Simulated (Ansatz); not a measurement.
**What a change of settings does to a run on SnS2**

The cell is built from the CdI2 type as a first guess.

First run: DFT, PBE, PAW with Ansatz's default frozen-core files, scalar-relativistic (Ansatz 0.2.0).

Command: `ansatz run input.yaml --threads 1 --pin off --max-ram 3072MiB --backend cpu --events-out ev --progress --plain --runs-dir out` The run took 110 s on 1 thread of Arm Neoverse V1, with other jobs on the host, peak memory 0.43 GiB.

```yaml
crystal:
  lattice:
    - [3.5343944674, 0.0, 0.0]
    - [-1.7671972337, 3.0608753958, 0.0]
    - [0.0, 0.0, 5.6550311479]
  atoms:
    - { symbol: Sn, position: [0.0, 0.0, 0.0] }
    - { symbol: S, position: [0.3333333333, 0.6666666667, 0.25] }
    - { symbol: S, position: [0.6666666667, 0.3333333333, 0.75] }
kpoints:
  mp_grid: { grid: [12, 12, 7] }
scf:
  occupations: { method: fermi_dirac, width: 0.05 }
hamiltonian:
  xc: pbe
  pseudopotentials: { kind: paw }
output:
  forces: true
  stress: true
relax:
  f_tol: 0.005
  max_steps: 80
  cell: {}
```

Result: converged; relaxed volume 27.403 Å³/atom; 89 SCF iterations in all.

No spin–orbit coupling, which matters for the heavy atoms here.

The input is then changed:

```diff
@@ -12,4 +12,5 @@
 scf:
   occupations: { method: fermi_dirac, width: 0.05 }
+  mixing: { preconditioner: none }
 hamiltonian:
   xc: pbe
@@ -19,6 +20,7 @@
   stress: true
 relax:
-  f_tol: 0.005
+  f_tol: 0.02
   max_steps: 80
   cell: {}
+  max_displacement: 0.3
```

Predict the outcome of the changed run.

It converged; energy at zero smearing 0.0 meV/atom from the first run; relaxed volume 27.414 Å³/atom; 91 SCF iterations in all.
